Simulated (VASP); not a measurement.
A VASP calculation is set up with these files.

### INCAR
```
# general
SYSTEM = BeO
PREC   = Accurate
ENCUT  = 400
LREAL  = F
LASPH  = T

# electronic loop
EDIFF  = 1E-6   # SCF stop (eV)
NELM   = 100   # most electronic steps
ALGO   = Normal   # blocked Davidson

# smearing
ISMEAR = -5

# functional
GGA    = PE   # PBE

# ions
ISIF   = 2   # forces and stress, cell fixed

# output
LWAVE  = F
LCHARG = F
```

### POSCAR
```
BeO
1.0
  2.6619490000   0.0000000000   0.0000000000
 -1.3309740000   2.3053150000   0.0000000000
  0.0000000000   0.0000000000   4.3235080000
Be O
2 2
Direct
  0.3333330000   0.6666670000   0.0001600000
  0.6666670000   0.3333330000   0.5001600000
  0.3333330000   0.6666670000   0.3773400000
  0.6666670000   0.3333330000   0.8773400000
```

File KPOINTS:
```
Automatic mesh
0
Gamma
7 7 4
0 0 0
```

POTCAR, in this order: Be O (PBE.64 set). Program: vasp_std.

Task: Write an equivalent input for Quantum ESPRESSO's pw.x.

Result: One equivalent input (not run):
```
&CONTROL
  calculation = 'scf'
  pseudo_dir = './pseudo'
  outdir = './out'
  tprnfor = .true.
  tstress = .true.
/
&SYSTEM
  ibrav = 0
  nat = 4
  ntyp = 2
  ecutwfc = 88
  occupations = 'tetrahedra'
  input_dft = 'pbe'
/
&ELECTRONS
  conv_thr = 7.3e-08
  electron_maxstep = 100
/
ATOMIC_SPECIES
  Be 9.012 Be.upf
  O 15.999 O.upf
CELL_PARAMETERS angstrom
     2.6619490    0.0000000    0.0000000
    -1.3309740    2.3053150    0.0000000
     0.0000000    0.0000000    4.3235080
ATOMIC_POSITIONS crystal
  Be   0.3333330  0.6666670  0.0001600
  Be   0.6666670  0.3333330  0.5001600
  O    0.3333330  0.6666670  0.3773400
  O    0.6666670  0.3333330  0.8773400
K_POINTS automatic
  7 7 4 0 0 0
```
What does not carry over: the potentials are each code's own (VASP's PAW set, PseudoDojo norm-conserving files in pw.x), so ENCUT and ecutwfc are chosen apart and not converted; conv_thr bounds pw.x's estimated SCF error, while EDIFF bounds the energy change between steps.

The structure comes from a computed database's BeO entry; how it stands against other phases isn't given here. The cell was not relaxed at this level. The run is one of a series of settings (ISMEAR = -5, SIGMA removed against the base run), some of them coarse on purpose.
